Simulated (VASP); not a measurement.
## VASP inputs for NaI (wurtzite)

INCAR

```
NBANDS = 22
IBRION = -1
SIGMA = 0.01
ISMEAR = 0
LASPH = .TRUE.
NELM = 120
LREAL = .FALSE.
NSW = 0
ISIF = 2
LWAVE = .FALSE.
PREC = Accurate
ENCUT = 520
EDIFF = 1E-7
LCHARG = .FALSE.
GGA = PS
```

KPOINTS

```
KPOINTS created by Atomic Simulation Environment
0
Gamma
6 6 4
0 0 0
```

KPOINTS_OPT

```
special points
6
Reciprocal
0.0000000000 0.0000000000 0.0000000000 1
0.5000000000 0.0000000000 0.0000000000 1
0.3333333333 0.3333333333 0.0000000000 1
0.0000000000 0.0000000000 0.5000000000 1
0.5000000000 0.0000000000 0.5000000000 1
0.3333333333 0.3333333333 0.5000000000 1
```

POSCAR

```
Na I
 1.0000000000000000
     5.4164835594046874    0.0000000000000000    0.0000000000000000
    -2.7082417797023437    4.6908123616252180    0.0000000000000000
    -0.0000000000000000   -0.0000000000000000    6.4591699994611469
 Na  I
   2   2
Cartesian
  0.0000000000000001  3.1272082410834781 -0.4040297039608222
  2.7082417797023433  1.5636041205417390  2.8255552957697510
  0.0000000000000001  3.1272082410834781  2.8262184537587514
  2.7082417797023433  1.5636041205417390  6.0558034534893252
```

VASP ran with the recommended PBE PAW datasets (28 valence electrons in the cell).

Q: Predict the results.

A: gap between bands v and c 3.47 eV; least direct gap 3.47 eV; pressure -0.2 GPa.

Band v is the last that the valence electrons fill when counted band by band, and c is the next. Levels in eV from the top of v:

```tsv
point	v−1	v	c	c+1
Γ	-0.37	0.00	3.47	4.68
M	-0.64	-0.30	4.99	5.38
K	-0.92	-0.43	5.79	5.97
A	-0.66	-0.66	5.04	5.04
L	-0.29	-0.29	5.28	5.28
H	-0.14	-0.14	6.17	6.17
```
